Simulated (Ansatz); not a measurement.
# Tl: course of a relaxation

These are results of DFT PBE, scalar-relativistic, plane waves, PAW (Ansatz), not measurements. Run with 420 eV cutoff, 14×14×14 k-mesh, Gaussian smearing of 0.10 eV, no spin polarisation.

What was changed in Hg: Hg → Tl on all its sites, cell and atoms relaxed.

Spin–orbit coupling is left out, which can shift energies with elements as heavy as these.

Command:

```bash
ansatz run input.yaml --threads 1 --pin off --max-ram 2560MiB --backend cpu --events-out ev --progress --plain --runs-dir out
```

Input:

```yaml
crystal:
  lattice:
    - [-3.2029469566, 3.2029469566, 1.7077939862]
    - [3.2029469566, -3.2029469566, 1.7077939862]
    - [3.2029469566, 3.2029469566, -1.7077939862]
  atoms:
    - { symbol: Tl, position: [0.75, 0.25, 0.5] }
    - { symbol: Tl, position: [0.0, 0.0, 0.0] }
basis:
  ecutwfc: 420
kpoints:
  mp_grid: { grid: [14, 14, 14] }
hamiltonian:
  xc: pbe
scf:
  occupations: { method: gaussian, width: 0.1 }
output:
  forces: true
  stress: true
  eigenvalues: true
relax:
  adjacent_minimum: "off"
  f_tol: 0.01
  max_steps: 60
  cell: { stress_tol: 0.1 }
```

F is the free energy. Steps run on the plane waves of an earlier cell, but the last one, and at times one on the way, on a freshly chosen basis, so a repeated geometry can differ a little in energy.

Steps:

| step | F − F(1) (eV) | largest force component (eV/Å) | V (Å³/atom) | P (GPa) |
| --- | --- | --- | --- | --- |
| 1 | 0.0000 | 0.000 | 35.040 | -1.00 |
| 2 | -0.0095 | 0.000 | 34.058 | -0.46 |
| 3 | -0.0121 | 0.000 | 33.258 | 0.06 |
| 4 | -0.0122 | 0.000 | 33.330 | 0.01 |
| 5 | -0.0114 | 0.000 | 33.330 | 0.01 |

Relaxed structure:

```yaml
crystal:
  lattice:
    - [-3.15571, 3.15571, 1.67345]
    - [3.15571, -3.15571, 1.67345]
    - [3.15571, 3.15571, -1.67345]
  atoms:
    - { symbol: Tl, position: [0.75000, 0.25000, 0.50000] }
    - { symbol: Tl, position: [0.00000, 0.00000, 0.00000] }
```

The structure is tetragonal, space group I4_1/amd (No. 141). Conventional cell: a = 6.311 Å, b = 6.311 Å, c = 3.347 Å, α = 90.00°, β = 90.00°, γ = 90.00°. Around Tl (site symmetry -4m2) lie 6 Tl at 3.26 to 3.35 Å.

The run converged. It took 33 s on 1 thread of Intel(R) Xeon(R) 6975P-C (Granite Rapids), with other jobs on the host, peak memory 0.57 GiB.